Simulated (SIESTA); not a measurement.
The system is Na.

```
Na
1.0
    -2.14100    2.14100    2.14100
     2.14100   -2.14100    2.14100
     2.14100    2.14100   -2.14100
Na
1
Direct
  0.00000 0.00000 0.00000
```

```yaml
Program: SIESTA 5.4.2
Task: single point
Functional: PBE
Potentials_or_basis: PseudoDojo 0.4 standard (PBE files)
Basis: DZP (energy shift 0.003 Ry; two zetas on semicore shells)
Grid_cutoff: 800 Ry
Energy_shift: 0.003 Ry
k_mesh: 9 × 9 × 9
Occupations: fermi-dirac, width 0.05 eV
Spin: no spin polarisation
```

On this cell: pressure -0.3 GPa; band gap on the k mesh none (metal or under the smearing width).

The same run follows on a disturbed copy (cell strained at random at fixed volume):

```
CELL_PARAMETERS angstrom
-2.05761 2.14356 2.19933
2.10814 -2.08308 2.18937
2.09200 2.11746 -2.13885
ATOMIC_POSITIONS crystal
Na 0.99870 0.99979 0.99469
```

**Question.** What changes?

**Answer.** The energy (extrapolated to zero smearing) moves by +2.2 meV/atom; pressure -0.3 GPa; band gap on the k mesh none (metal or under the smearing width).

Stress tensor (GPa, compression positive):
```
-0.27 -0.10 -0.16
-0.10 -0.26 -0.22
-0.16 -0.22 -0.41
```

Caveats: the basis of atomic orbitals isn't converged, which shifts pressures, moduli and gaps.
